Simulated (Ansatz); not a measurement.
# HfN: from a guess to a relaxed structure

Aim: relax a trial structure of HfN and see where it ends.

Program: Ansatz 0.2.0. Level of theory: DFT PBE, scalar-relativistic, plane waves, PAW. These are calculated values, not measurements.

## Step 1: Starting point

Symmetry: P6_3/mmc, No. 194, hexagonal system. Conventional cell: a = 3.134 Å, b = 3.134 Å, c = 5.417 Å, α = 90.00°, β = 90.00°, γ = 120.00°. Hf (site symmetry -6m2) is surrounded by 6 N at 2.26 Å. N (site symmetry -3m) has 6 Hf at 2.26 Å as nearest neighbours.

Structure file:

```xyz
4
Lattice="3.1339 0.0000 0.0000 -1.5670 2.7140 0.0000 0.0000 0.0000 5.4168" Properties=species:S:1:pos:R:3 pbc="T T T"
Hf    1.5670    0.9047    4.0626
Hf    0.0000    1.8094    1.3542
N     0.0000    0.0000    0.0000
N     0.0000    0.0000    2.7084
```

The start is a polymorph listed in a database, not an invented cell.

## Step 2: A first look at the guess

Input file input.yaml:

```yaml
crystal:
  lattice:
    - [3.13390798, 0.0, 0.0]
    - [-1.56695399, 2.71404393, 0.0]
    - [0.0, 0.0, 5.4167676]
  atoms:
    - { symbol: Hf, position: [0.66666667, 0.33333333, 0.75] }
    - { symbol: Hf, position: [0.33333333, 0.66666667, 0.25] }
    - { symbol: "N", position: [0.0, 0.0, 0.0] }
    - { symbol: "N", position: [0.0, 0.0, 0.5] }
basis:
  ecutwfc: 420
kpoints:
  mp_grid: { grid: [6, 6, 4] }
hamiltonian:
  xc: pbe
scf:
  occupations: { method: gaussian, width: 0.1 }
  lower_state_search: "off"
output:
  forces: true
  stress: true
  eigenvalues: true
```

Command:

```bash
ansatz run input.yaml --threads 1 --pin off --max-ram 2560MiB --backend cpu --events-out ev --progress --plain --runs-dir out
```

Standard output, shortened:

```text
Warning: RAYON_NUM_THREADS=1 ignored (pool sized by the plan → 1); use --threads N
[...]
Pseudopotentials: kind: paw
Pseudopotential: Hf, paw, valence charge 26, recommended cutoff 420 eV (normal), Hf.paw.azcp
Pseudopotential: N, paw, valence charge 5, recommended cutoff 420 eV (normal), N.paw.azcp
Functional definition: PBE
[...]
Crystal: 4 atoms, lattice volume = 46.073 Å³
Basis set: ecut = 420 eV, 895 PW (Γ), exchange–correlation on 48×48×80 points (8 copies of the dense FFT grid, shifted against one another)
Bands: 38, of which v1, the nominal top of the filled ones, is band 31 counted from 1 (30 counted from 0)
Symmetry: 24 space group operations
Space group: P63/mmc (ITA 194), of the structure as read, at distance tolerance 3.6e-5 Å
k-points: 21 of 144
[...]
SCF iter   1: F=—  HF=-32217.259514 eV  |F-HF|=—  |Δ(HF+E_count)|=         —  Δρ=7.76e-3  dr2=2.48e-2  ethr=1.77e-3  ⟨swp⟩=5.1  Hψ=2528  notcnv=0  defer=5
[...]
SCF iter   7: F=-32217.253817 eV  HF=-32217.253817 eV  |F-HF|=2.42e-9  |Δ(HF+E_count)|=   4.10e-8  Δρ=5.16e-6  dr2=8.84e-9  ethr=1.61e-10  ⟨swp⟩=7.8  Hψ=3452  notcnv=0
[...]
SCF converged after 7 iterations
Free energy (F): -32217.253817 eV
[...]
E sigma→0 (E₀):  -32217.248968 eV
Entropy (-TS):   -0.009699 eV (-2.425 meV/atom)
Fermi energy:    23.313310 eV
[...]
--- Forces (eV/Å), atoms counted from 1 ---
  atom   1  Hf     0.00000000    -0.00000000     0.00000000
  atom   2  Hf    -0.00000000     0.00000000     0.00000000
  atom   3  N     -0.00000000     0.00000000     0.00000000
  atom   4  N     -0.00000000    -0.00000000     0.00000000
[...]
--- Stress (GPa, compression-positive) ---
        5.813514       0.000000       0.000000
        0.000000       5.813514       0.000000
        0.000000       0.000000       7.061521
  P = ⅓ Tr σ = 6.2295 GPa (62.295 kbar)
--- Band table (eV; the first three rows and the last of 21) ---
[...]
```

Wall time 2.6 s (1 thread of Arm Neoverse V1, shared host); peak memory 0.3 GiB.

The probe gives pressure 6.2 GPa, largest force 0.00 eV/Å, gap on this mesh none (metal). A guess like this is first relaxed loosely on the coarse mesh.

## Step 3: A loose first relaxation

Edit input.yaml of step 2 so:

```diff
@@ -23 +23,6 @@
   eigenvalues: true
+relax:
+  adjacent_minimum: "off"
+  f_tol: 0.04
+  max_steps: 70
+  cell: { stress_tol: 0.4 }
```

Command:

```bash
ansatz run input.yaml --threads 1 --pin off --max-ram 2560MiB --backend cpu --events-out ev --progress --plain --runs-dir out
```

Standard output:

```text
Warning: RAYON_NUM_THREADS=1 ignored (pool sized by the plan → 1); use --threads N
Engine: ansatz 0.2.0, aarch64-unknown-linux-gnu
[... 4 set-up lines as earlier in the session ...]
  parameter kappa = 0.804
  parameter beta = 0.06672455060314922
  exchange = pbe_x(kappa = kappa, mu = beta*pi^2/3)
  correlation = pbe_c(beta = beta)
Crystal: 4 atoms, lattice volume = 46.073 Å³
Basis set: ecut = 420 eV, 895 PW (Γ), exchange–correlation on 48×48×80 points (8 copies of the dense FFT grid, shifted against one another)
Bands: 38, of which v1, the nominal top of the filled ones, is band 31 counted from 1 (30 counted from 0)
[... 2 set-up lines as earlier in the session ...]
k-points: 21 of 144
Non-local potential: Hf, projectors of the file, l = 0: 3, l = 1: 2, l = 2: 2, l = 3: 3
Non-local potential: N, projectors of the file, l = 0: 2, l = 1: 2, l = 2: 1
PAW form: soft (Blöchl's): semilocal exchange-correlation on the pseudo side does not see the compensation charge
PAW one-centre angular grid: Hf, 590 points (default); XC on 64 Gauss nodes
PAW one-centre angular grid: N, 110 points (default); XC on 64 Gauss nodes
Initial density: superposition of atomic densities (neutral atoms: chi_scale 0, normalization atom), corrected by the library's trained network
Initial wavefunctions: pseudopotential atomic-orbital guess
Functional: x = pbe(κ = 0.804, μ = 0.2195149727645171), c = pbe(β = 0.06672455060314922)
SCF iter   1: F=—  HF=-32217.259515 eV  |F-HF|=—  |Δ(HF+E_count)|=         —  Δρ=7.76e-3  dr2=2.48e-2  ethr=1.77e-3  ⟨swp⟩=5.1  Hψ=2528  notcnv=0  defer=5
preconditioner: auto → Resta (q_TF=auto, 2.867 Å⁻¹)  ε∞=6.1  [insulator: Δε(μ)=0.277 eV  Ē_g=18.407 eV  σ=0.100 eV  W_gap=0.59  n_scr=22 (ndim 8)  ℏωp=41.7 eV  f_vac=0.000  D(μ)=1.93/eV (n_scr^D=22)  ε∞_Penn≈6.1]
SCF iter   2: F=—  HF=-32217.254763 eV  |F-HF|=—  |Δ(HF+E_count)|=   4.75e-3  Δρ=3.41e-3  dr2=4.51e-3  ethr=4.00e-5  ⟨swp⟩=2.0  Hψ=1107  notcnv=0  defer=13
SCF iter   3: F=—  HF=-32217.253847 eV  |F-HF|=—  |Δ(HF+E_count)|=   9.16e-4  Δρ=7.77e-4  dr2=2.34e-4  ethr=7.27e-6  ⟨swp⟩=2.0  Hψ=1228  notcnv=0  defer=13
SCF iter   4: F=—  HF=-32217.253823 eV  |F-HF|=—  |Δ(HF+E_count)|=   2.35e-5  Δρ=2.38e-4  dr2=1.89e-5  ethr=3.78e-7  ⟨swp⟩=2.0  Hψ=1402  notcnv=0  defer=13
SCF iter   5: F=—  HF=-32217.253819 eV  |F-HF|=—  |Δ(HF+E_count)|=   4.46e-6  Δρ=9.60e-5  dr2=2.88e-6  ethr=3.04e-8  ⟨swp⟩=2.1  Hψ=1410  notcnv=0  defer=13
SCF iter   6: F=—  HF=-32217.253817 eV  |F-HF|=—  |Δ(HF+E_count)|=   1.62e-6  Δρ=2.20e-5  dr2=1.83e-7  ethr=4.64e-9  ⟨swp⟩=2.0  Hψ=1270  notcnv=0  defer=13
SCF iter   7: F=-32217.253817 eV  HF=-32217.253817 eV  |F-HF|=2.42e-9  |Δ(HF+E_count)|=   4.12e-8  Δρ=5.16e-6  dr2=8.85e-9  ethr=1.61e-10  ⟨swp⟩=9.1  Hψ=3643  notcnv=0
SCF 1 converged in 7 iterations: F = -32217.253817 eV  dr2 = 8.85e-9
relax step   1: F+E_penalty+E_count = -32217.25381733 eV  Δ(F+E_penalty+E_count) = +0.000e0 eV  max|allowed force component| = 1.827e-16 eV/Å  Δτ_max = 0.0000 Å  P = +6.230 GPa  Ω = 46.073 Å³  (7 SCF iters, dr2 threshold 1.00e-7 eV, accepted)
Crystal: 4 atoms, lattice volume = 47.659 Å³
Basis set: ecut = 420 eV, 907 PW (Γ), exchange–correlation on 48×48×80 points (8 copies of the dense FFT grid, shifted against one another)
Initial density: handed on by an earlier stage of this run
Initial wavefunctions: those handed on with the density
iter 1 solved again at ethr=1.56e-5 eV; its pass at ethr=3.10e-3 eV (dr2=9.69e-3 eV) is discarded
SCF iter   1: F=—  HF=-32217.266459 eV  |F-HF|=—  |Δ(HF+E_count)|=         —  Δρ=4.55e-3  dr2=9.60e-3  ethr=1.56e-5  ⟨swp⟩=1.5  Hψ=3560  notcnv=0
preconditioner: auto → Resta (q_TF=auto, 2.851 Å⁻¹)  ε∞=6.0  [insulator: Δε(μ)=0.272 eV  Ē_g=18.280 eV  σ=0.100 eV  W_gap=0.59  n_scr=22 (ndim 8)  ℏωp=41.0 eV  f_vac=0.000  D(μ)=1.90/eV (n_scr^D=22)  ε∞_Penn≈6.0]
SCF iter   2: F=—  HF=-32217.264488 eV  |F-HF|=—  |Δ(HF+E_count)|=   1.97e-3  Δρ=1.65e-3  dr2=1.35e-3  ethr=1.55e-5  ⟨swp⟩=2.0  Hψ=1111  notcnv=0
SCF iter   3: F=—  HF=-32217.264260 eV  |F-HF|=—  |Δ(HF+E_count)|=   2.28e-4  Δρ=3.74e-4  dr2=4.94e-5  ethr=2.18e-6  ⟨swp⟩=2.0  Hψ=1316  notcnv=0
SCF iter   4: F=—  HF=-32217.264300 eV  |F-HF|=—  |Δ(HF+E_count)|=   3.99e-5  Δρ=2.35e-4  dr2=2.25e-5  ethr=7.97e-8  ⟨swp⟩=2.0  Hψ=1410  notcnv=0
SCF iter   5: F=—  HF=-32217.264283 eV  |F-HF|=—  |Δ(HF+E_count)|=   1.67e-5  Δρ=3.14e-5  dr2=2.43e-7  ethr=3.63e-8  ⟨swp⟩=2.0  Hψ=1437  notcnv=0
SCF iter   6: F=-32217.264284 eV  HF=-32217.264284 eV  |F-HF|=1.04e-7  |Δ(HF+E_count)|=   9.59e-7  Δρ=1.34e-5  dr2=8.05e-8  ethr=3.91e-10  ⟨swp⟩=5.5  Hψ=3353  notcnv=0
SCF 2 converged in 6 iterations: F = -32217.264284 eV  dr2 = 8.05e-8
relax step   2: F+E_penalty+E_count = -32217.26428398 eV  Δ(F+E_penalty+E_count) = -1.047e-2 eV  max|allowed force component| = 9.252e-17 eV/Å  Δτ_max = 0.0000 Å  P = -2.903 GPa  Ω = 47.659 Å³  energy of the carried Pulay correction = -4.742e-3 eV  (6 SCF iters, dr2 threshold 4.00e-7 eV, accepted)
Crystal: 4 atoms, lattice volume = 47.161 Å³
iter 1 solved again at ethr=1.55e-6 eV; its pass at ethr=3.10e-3 eV (dr2=9.63e-4 eV) is discarded
SCF iter   1: F=—  HF=-32217.270860 eV  |F-HF|=—  |Δ(HF+E_count)|=         —  Δρ=1.44e-3  dr2=9.07e-4  ethr=1.55e-6  ⟨swp⟩=2.0  Hψ=3561  notcnv=0
preconditioner: auto → Resta (q_TF=auto, 2.856 Å⁻¹)  ε∞=6.1  [insulator: Δε(μ)=0.273 eV  Ē_g=18.301 eV  σ=0.100 eV  W_gap=0.59  n_scr=22 (ndim 8)  ℏωp=41.2 eV  f_vac=0.000  D(μ)=1.91/eV (n_scr^D=22)  ε∞_Penn≈6.1]
SCF iter   2: F=—  HF=-32217.270681 eV  |F-HF|=—  |Δ(HF+E_count)|=   1.79e-4  Δρ=5.53e-4  dr2=1.38e-4  ethr=1.46e-6  ⟨swp⟩=2.0  Hψ=1109  notcnv=0
SCF iter   3: F=—  HF=-32217.270668 eV  |F-HF|=—  |Δ(HF+E_count)|=   1.33e-5  Δρ=1.26e-4  dr2=5.55e-6  ethr=2.23e-7  ⟨swp⟩=2.0  Hψ=1278  notcnv=0
SCF iter   4: F=—  HF=-32217.270667 eV  |F-HF|=—  |Δ(HF+E_count)|=   9.37e-7  Δρ=8.18e-5  dr2=2.68e-6  ethr=8.95e-9  ⟨swp⟩=2.0  Hψ=1422  notcnv=0
iter 5 did not close the SCF: its close was put off for the readings that it lacked (scf_convergence_deferred on its scf_iter line)
SCF iter   5: F=-32217.270665 eV  HF=-32217.270665 eV  |F-HF|=1.01e-8  |Δ(HF+E_count)|=   1.63e-6  Δρ=1.49e-5  dr2=6.78e-8  ethr=4.32e-9  ⟨swp⟩=2.0  Hψ=1403  notcnv=0
SCF iter   6: F=-32217.270665 eV  HF=-32217.270665 eV  |F-HF|=4.71e-9  |Δ(HF+E_count)|=   5.72e-8  Δρ=4.73e-6  dr2=8.93e-9  ethr=1.09e-10  ⟨swp⟩=2.3  Hψ=2896  notcnv=0
SCF 3 converged in 6 iterations: F = -32217.270665 eV  dr2 = 8.93e-9
relax step   3: F+E_penalty+E_count = -32217.27066549 eV  Δ(F+E_penalty+E_count) = -6.382e-3 eV  max|allowed force component| = 1.087e-16 eV/Å  Δτ_max = 0.0000 Å  P = -0.205 GPa  Ω = 47.161 Å³  energy of the carried Pulay correction = -3.267e-3 eV  (6 SCF iters, dr2 threshold 4.00e-7 eV, accepted)
Crystal: 4 atoms, lattice volume = 47.048 Å³
iter 1 solved again at ethr=1.41e-7 eV; its pass at ethr=3.10e-3 eV (dr2=8.73e-5 eV) is discarded
SCF iter   1: F=—  HF=-32217.270684 eV  |F-HF|=—  |Δ(HF+E_count)|=         —  Δρ=5.62e-4  dr2=9.08e-5  ethr=1.41e-7  ⟨swp⟩=2.8  Hψ=3709  notcnv=0
preconditioner: auto → Resta (q_TF=auto, 2.857 Å⁻¹)  ε∞=6.1  [insulator: Δε(μ)=0.273 eV  Ē_g=18.314 eV  σ=0.100 eV  W_gap=0.59  n_scr=22 (ndim 8)  ℏωp=41.2 eV  f_vac=0.000  D(μ)=1.90/eV (n_scr^D=22)  ε∞_Penn≈6.1]
SCF iter   2: F=—  HF=-32217.270690 eV  |F-HF|=—  |Δ(HF+E_count)|=   6.25e-6  Δρ=2.90e-4  dr2=2.46e-5  ethr=1.41e-7  ⟨swp⟩=2.0  Hψ=933  notcnv=0
SCF iter   3: F=—  HF=-32217.270684 eV  |F-HF|=—  |Δ(HF+E_count)|=   5.73e-6  Δρ=4.40e-5  dr2=9.25e-7  ethr=3.96e-8  ⟨swp⟩=2.2  Hψ=1264  notcnv=0
SCF iter   4: F=—  HF=-32217.270684 eV  |F-HF|=—  |Δ(HF+E_count)|=   4.08e-7  Δρ=2.55e-5  dr2=2.48e-7  ethr=1.49e-9  ⟨swp⟩=2.0  Hψ=1447  notcnv=0
iter 5 did not close the SCF: its close was put off for the readings that it lacked (scf_convergence_deferred on its scf_iter line)
SCF iter   5: F=-32217.270684 eV  HF=-32217.270684 eV  |F-HF|=1.59e-8  |Δ(HF+E_count)|=   2.50e-7  Δρ=9.63e-6  dr2=2.51e-8  ethr=4.00e-10  ⟨swp⟩=2.0  Hψ=1442  notcnv=0
SCF iter   6: F=-32217.270684 eV  HF=-32217.270684 eV  |F-HF|=6.15e-10  |Δ(HF+E_count)|=  5.60e-10  Δρ=1.61e-6  dr2=1.03e-9  ethr=4.04e-11  ⟨swp⟩=1.9  Hψ=2705  notcnv=0
SCF 4 converged in 6 iterations: F = -32217.270684 eV  dr2 = 1.03e-9
relax step   4: F+E_penalty+E_count = -32217.27068383 eV  Δ(F+E_penalty+E_count) = -1.834e-5 eV  max|allowed force component| = 1.110e-16 eV/Å  Δτ_max = 0.0000 Å  P = +0.428 GPa  Ω = 47.048 Å³  energy of the carried Pulay correction = -2.939e-3 eV  (6 SCF iters, dr2 threshold 4.00e-7 eV, rejected (line search))
Crystal: 4 atoms, lattice volume = 47.124 Å³
iter 1 solved again at ethr=5.64e-8 eV; its pass at ethr=3.10e-3 eV (dr2=3.50e-5 eV) is discarded
SCF iter   1: F=—  HF=-32217.270996 eV  |F-HF|=—  |Δ(HF+E_count)|=         —  Δρ=3.45e-4  dr2=3.55e-5  ethr=5.64e-8  ⟨swp⟩=2.8  Hψ=3596  notcnv=0
preconditioner: auto → Resta (q_TF=auto, 2.856 Å⁻¹)  ε∞=6.1  [insulator: Δε(μ)=0.281 eV  Ē_g=18.309 eV  σ=0.100 eV  W_gap=0.59  n_scr=22 (ndim 8)  ℏωp=41.2 eV  f_vac=0.000  D(μ)=1.91/eV (n_scr^D=22)  ε∞_Penn≈6.1]
SCF iter   2: F=—  HF=-32217.271011 eV  |F-HF|=—  |Δ(HF+E_count)|=   1.57e-5  Δρ=1.74e-4  dr2=9.02e-6  ethr=5.64e-8  ⟨swp⟩=2.0  Hψ=945  notcnv=0
SCF iter   3: F=—  HF=-32217.270990 eV  |F-HF|=—  |Δ(HF+E_count)|=   2.09e-5  Δρ=3.00e-5  dr2=4.03e-7  ethr=1.46e-8  ⟨swp⟩=2.0  Hψ=1239  notcnv=0
SCF iter   4: F=—  HF=-32217.271013 eV  |F-HF|=—  |Δ(HF+E_count)|=   2.28e-5  Δρ=1.70e-5  dr2=1.19e-7  ethr=6.51e-10  ⟨swp⟩=2.0  Hψ=1447  notcnv=0
SCF iter   5: F=—  HF=-32217.271013 eV  |F-HF|=—  |Δ(HF+E_count)|=   7.47e-8  Δρ=5.89e-6  dr2=1.11e-8  ethr=1.93e-10  ⟨swp⟩=2.0  Hψ=1434  notcnv=0
SCF iter   6: F=-32217.271013 eV  HF=-32217.271013 eV  |F-HF|=4.00e-10  |Δ(HF+E_count)|=   1.24e-9  Δρ=1.10e-6  dr2=4.97e-10  ethr=4.13e-12  ⟨swp⟩=4.6  Hψ=3016  notcnv=0
SCF 5 converged in 6 iterations: F = -32217.271013 eV  dr2 = 4.97e-10
relax step   5: F+E_penalty+E_count = -32217.27101324 eV  Δ(F+E_penalty+E_count) = -3.477e-4 eV  max|allowed force component| = 1.295e-16 eV/Å  Δτ_max = 0.0000 Å  P = +0.000 GPa  Ω = 47.124 Å³  energy of the carried Pulay correction = -3.161e-3 eV  (6 SCF iters, accepted)
Initial wavefunctions: pseudopotential atomic-orbital guess (no wavefunctions were taken with the density)
iter 1 solved again at ethr=1.92e-8 eV; its pass at ethr=3.10e-3 eV (dr2=1.19e-5 eV) is discarded
SCF iter   1: F=—  HF=-32217.274694 eV  |F-HF|=—  |Δ(HF+E_count)|=         —  Δρ=1.36e-4  dr2=1.37e-6  ethr=1.92e-8  ⟨swp⟩=3.7  Hψ=5016  notcnv=0
preconditioner: auto → Resta (q_TF=auto, 2.856 Å⁻¹)  ε∞=6.1  [insulator: Δε(μ)=0.281 eV  Ē_g=18.308 eV  σ=0.100 eV  W_gap=0.59  n_scr=22 (ndim 8)  ℏωp=41.2 eV  f_vac=0.000  D(μ)=1.91/eV (n_scr^D=22)  ε∞_Penn≈6.1]
SCF iter   2: F=—  HF=-32217.274721 eV  |F-HF|=—  |Δ(HF+E_count)|=   2.65e-5  Δρ=7.14e-5  dr2=3.92e-7  ethr=2.22e-9  ⟨swp⟩=2.0  Hψ=1447  notcnv=0
SCF iter   3: F=—  HF=-32217.274722 eV  |F-HF|=—  |Δ(HF+E_count)|=   5.87e-7  Δρ=3.55e-5  dr2=8.69e-8  ethr=6.32e-10  ⟨swp⟩=2.0  Hψ=1279  notcnv=0
SCF iter   4: F=—  HF=-32217.274722 eV  |F-HF|=—  |Δ(HF+E_count)|=   2.13e-7  Δρ=4.42e-6  dr2=2.97e-9  ethr=1.40e-10  ⟨swp⟩=2.0  Hψ=1279  notcnv=0
iter 5 did not close the SCF: its close was put off for the readings that it lacked (scf_convergence_deferred on its scf_iter line)
SCF iter   5: F=-32217.274722 eV  HF=-32217.274722 eV  |F-HF|=2.55e-11  |Δ(HF+E_count)|=   2.87e-9  Δρ=6.58e-7  dr2=5.24e-11  ethr=4.79e-12  ⟨swp⟩=2.0  Hψ=1449  notcnv=0
SCF iter   6: F=-32217.274722 eV  HF=-32217.274722 eV  |F-HF|=7.28e-12  |Δ(HF+E_count)|=  9.82e-11  Δρ=1.49e-7  dr2=6.34e-12  ethr=1.00e-12  ⟨swp⟩=3.2  Hψ=3170  notcnv=0
SCF 6 converged in 6 iterations: F = -32217.274722 eV  dr2 = 6.34e-12
relax step   6: F+E_penalty+E_count = -32217.27472178 eV  Δ(F+E_penalty+E_count) = -3.709e-3 eV  max|allowed force component| = 1.295e-16 eV/Å  Δτ_max = 0.0000 Å  P = +0.098 GPa  Ω = 47.124 Å³  stress off target by 1.00e-1 GPa  SCF on the basis re-selected at this cell (its energy is not comparable with the rows above)  (6 SCF iters)
basis re-selected at this cell: Δ(F+E_penalty+E_count) = -3.709e-3 eV, ΔP = +0.097 GPa vs the last step (what re-selecting the basis moved, of the pressure what is left beyond the Pulay correction that the steps carried, after the strain that the cell walked since its last selection, with what the two solves' SCF thresholds leave and, on support functions, any second-order correction that the steps lacked; it is no measure of the basis error at this ecutwfc). This SCF's stress stands 1.00e-1 GPa from its target on what of the cell is left free (relax.cell.stress_tol is 4.00e-1 GPa) and its largest allowed force component is 1.30e-16 eV/Å (relax.f_tol is 4.00e-2 eV/Å): within both
SCF converged after 6 iterations
Free energy (F): -32217.274722 eV
Harris-Foulkes:  -32217.274722 eV  (|F-HF|=7.28e-12)
Internal energy: -32217.265176 eV  (E = F + TS)
E sigma→0 (E₀):  -32217.269949 eV
Entropy (-TS):   -0.009546 eV (-2.386 meV/atom)
Fermi energy:    22.767381 eV
--- Per-component energies (eV) ---
  E_band       = 327.415637
  E_kinetic    = 1110.915511
  E_local      = -9567.967643  (includes V_loc(G=0)·N_el)
  E_nonlocal   = -2397.156494
  E_hartree    = 4530.203582
  E_xc         = -722.589275
  E_vxc        = -688.725523  (∫ρ·V_xc dr)
  E_paw        = -14108.939528  (= ΣΔE_a)
  E_vpaw       = 2809.942194  (= ΣTr[D̂ρ^β])
  E_aug_tail   = 0.000190  (compensation charges beyond the density's cutoff)
  E_ewald      = -11061.731520
  E_smearing   = -0.009546  (= −TS)
  E_closure    = 0.000000  (closes the sum)
  Σ components = -32217.274722   (vs F -32217.274722, Δ=0.00e0)
--- Forces (eV/Å), atoms counted from 1 ---
  atom   1  Hf    -0.00000000    -0.00000000    -0.00000000
  atom   2  Hf     0.00000000     0.00000000     0.00000000
  atom   3  N      0.00000000     0.00000000     0.00000000
  atom   4  N      0.00000000     0.00000000    -0.00000000
  max |Σ_I F_I| component: 3.16e-30 eV/Å
--- Stress (GPa, compression-positive) ---
        0.096478      -0.000000      -0.000000
       -0.000000       0.096478       0.000000
       -0.000000       0.000000       0.099955
  P = ⅓ Tr σ = 0.0976 GPa (0.976 kbar)
--- Band table (eV; the first three rows and the last of 21) ---
  k-point 0: bands = ["-39.5145", "-39.4721", "-8.8049", "-8.0182", "-7.9194", "-7.9194", "-7.8642", "-7.8642", "5.8772", "8.5844", "10.5461", "10.5495", "10.5595", "10.5595", "10.6045", "10.6127", "10.6127", "10.6131", "10.6131", "10.6316", "10.6316", "10.6804", "10.6821", "10.7133", "14.4406", "18.2647", "18.2647", "19.4386", "19.4386", "21.1809", "22.2973", "23.6255", "23.6255", "23.8613", "24.7519", "24.7519", "24.9287", "28.3298"]
  k-point 1: bands = ["-39.5084", "-39.4784", "-8.6975", "-8.1421", "-7.9114", "-7.9114", "-7.8723", "-7.8723", "6.2062", "8.0757", "10.5535", "10.5604", "10.5604", "10.5617", "10.5930", "10.5930", "10.6059", "10.6234", "10.6234", "10.6417", "10.6417", "10.6653", "10.6806", "10.6818", "15.2232", "18.3404", "18.3404", "19.1223", "19.1223", "19.3058", "23.5409", "24.3275", "24.3275", "24.5778", "24.9768", "25.2719", "25.2719", "27.6747"]
  k-point 2: bands = ["-39.4934", "-39.4934", "-8.4280", "-8.4280", "-7.8919", "-7.8919", "-7.8919", "-7.8919", "7.0625", "7.0625", "10.5686", "10.5686", "10.5707", "10.5707", "10.5707", "10.5707", "10.6161", "10.6161", "10.6394", "10.6394", "10.6394", "10.6394", "10.6812", "10.6812", "17.0429", "17.0429", "18.6272", "18.6272", "18.6272", "18.6272", "24.6843", "24.6843", "25.7244", "25.7244", "25.7244", "25.7244", "25.8041", "25.8041"]
  k-point 20: bands = ["-39.4409", "-39.4409", "-8.5034", "-8.5034", "-8.4663", "-8.4663", "-8.0931", "-8.0931", "7.8482", "7.8482", "10.5947", "10.5947", "10.5957", "10.5957", "10.6053", "10.6053", "10.6193", "10.6193", "10.6197", "10.6197", "10.6530", "10.6530", "10.7025", "10.7025", "15.8340", "15.8340", "17.9955", "17.9955", "18.5285", "18.5285", "23.4171", "23.4171", "25.8897", "25.8897", "28.5802", "28.5802", "28.7889", "28.7889"]
--- Relaxed structure (5 steps of the walk, 4 accepted, 1 SCFs on fresh bases) ---
  F+E_penalty+E_count = -32217.27472178 eV   max|allowed force component| = 1.295e-16 eV/Å   (the final SCF, on the basis selected at the relaxed cell)
  cell:  # Å, volume = 47.1244 Å³
    - [3.154941753691798, 7.183470885021665e-33, 2.4552879001538898e-34]
    - [-1.577470876845899, 2.7322597061573246, 4.734294060333102e-35]
    - [4.24381443741095e-34, 3.395051549928759e-34, 5.466788199090189]
  atoms:
    - { symbol: Hf, position: [0.6666666666666665, 0.33333333333333326, 0.7500000000000001] }
    - { symbol: Hf, position: [0.33333333333333326, 0.6666666666666665, 0.25000000000000006] }
    - { symbol: N, position: [-5.969558470726648e-34, -1.6326719921289968e-34, 2.3703311477829642e-35] }
    - { symbol: N, position: [-5.144885566938783e-34, -1.6733270954983668e-34, 0.5000000000000001] }
```

Run time: 14 s. Hardware: 1 thread of Arm Neoverse V1, shared host; peak memory 0.3 GiB.

Step by step:

```
step  E - E(step 1) (eV/cell)  largest force component (eV/Å)  pressure (GPa)  volume (Å³)
   1                   0.0000                          0.0000            6.23        46.07
   2                  -0.0105                          0.0000           -2.90        47.66
   3                  -0.0168                          0.0000           -0.21        47.16
   4                  -0.0169                          0.0000            0.43        47.05
   5                  -0.0172                          0.0000            0.00        47.12
   6                  -0.0209                          0.0000            0.10        47.12
```

Step 1 is the start. Step 6 repeats the geometry before it on a plane-wave basis chosen anew for that cell, so its energy need not be comparable with the rows above. Step 4 was tried and not accepted.

|  | before | after | change |
| --- | --- | --- | --- |
| a (Å) | 3.134 | 3.155 | +0.7 % |
| b (Å) | 3.134 | 3.155 | +0.7 % |
| c (Å) | 5.417 | 5.467 | +0.9 % |
| volume (Å³/atom) | 11.52 | 11.78 | +2.3 % |
| shortest distance (Å) | 2.260 | 2.277 | +0.8 % |
| space group (0.01 Å) | P6_3/mmc | P6_3/mmc | same |

The run keeps the 24 symmetry operations of the start, so it could not have lowered the symmetry.

[end of part 1 of 2]
